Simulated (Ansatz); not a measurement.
BaTiO3: single point with PBE

BaTiO3:

```xyz
5
Lattice="4.0073 0.0000 0.0000 0.0000 4.0073 0.0000 0.0000 0.0000 4.0073" Properties=species:S:1:pos:R:3 pbc="T T T"
Ba    2.0398    1.8245    2.0304
Ti    3.7818    0.2804    3.8242
O     2.0859    0.0274    0.2221
O     0.0507    1.9715    0.2113
O     0.0563    3.9108    1.7266
```

| Quantity | Value |
| --- | --- |
| Program | Ansatz 0.2.0 |
| Task | single point |
| Functional | PBE |
| Potentials or basis | Ansatz PAW |
| Cutoff | 250 eV |
| Density cutoff | 1000 eV |
| k mesh | 7 × 7 × 7 |
| Occupations | fermi-dirac, width 0.05 eV |
| Spin | no spin polarisation |

```json
{"Pressure": "12.6 GPa", "Largest force": "4.455 eV/Å", "Band gap on the k mesh": "2.76 eV, indirect (least direct gap 2.97 eV)"}
```

Forces in eV/Å, atoms in the order of the input:
```
Ba  -0.967  2.064 -0.676
Ti   2.524 -3.307  1.595
O   -1.073 -0.102 -2.130
O   -0.195  0.636 -2.168
O   -0.288  0.708  3.379
```

Stress tensor (GPa, compression positive):
```
18.89 -2.03  1.84
-2.03 16.86 -0.95
 1.84 -0.95  2.15
```

Levels at points of the mesh, in eV from the valence-band top:
```tsv
k point	band 17	band 18	band 19	band 20	band 21	band 22	band 23	band 24
(0.00, 0.00, 0.00)	-1.65	-1.03	-0.54	-0.39	2.92	3.15	3.45	4.69
```

Wall time 9.3 s on 2 threads of Arm Neoverse V1, on a shared host, peak memory 0.42 GiB.

Caveat: odd divisions of the mesh miss points on the zone boundary, where band edges often lie, so the gap on the mesh can be too wide; the pressure holds a Pulay correction of +75.1 GPa for the finite cutoff; spin-orbit coupling is left out, which moves the levels of the heavy elements; forces of over 1 eV/Å show positions far from the minimum, so gaps and moduli don't describe the material at rest; the cutoff lies under the one recommended for these potentials. A k mesh can miss the band edges.
